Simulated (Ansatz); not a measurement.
**Hf: single point with PBE**

Crystal: Hf.

```xyz
3
Lattice="4.9623 0.0000 0.0000 -2.4812 4.2975 0.0000 0.0000 0.0000 3.0862" Properties=species:S:1:pos:R:3 pbc="T T T"
Hf    0.0000    0.0000    0.0000
Hf    0.0000    2.8650    1.5431
Hf    2.4812    1.4325    1.5431
```

This isn't the form of Hf at room conditions, which is hcp.

- Program: Ansatz 0.2.0
- Task: single point
- Functional: PBE
- Potentials or basis: Ansatz PAW
- Cutoff: 420 eV (not typed: the program's choice for these potentials)
- k mesh: 6 × 6 × 9
- Occupations: fermi-dirac, width 0.05 eV
- Spin: no spin polarisation

- Pressure: 2.0 GPa
- Band gap on the k mesh: none (metal or under the smearing width)

Levels at points of the mesh, in eV from the Fermi level:
| k point | band 37 | band 38 | band 39 | band 40 | band 41 | band 42 |
| --- | --- | --- | --- | --- | --- | --- |
| (0.00, 0.00, 0.00) | -0.63 | -0.61 | -0.61 | -0.60 | 1.13 | 2.15 |
| (0.00, -0.50, 0.00) | -0.45 | -0.40 | -0.34 | 0.21 | 0.88 | 1.09 |

Wall time 3.8 s on 2 threads of Arm Neoverse V2 (shared host), peak memory 0.38 GiB.

Spin-orbit coupling is left out, which matters for the levels of Hf.
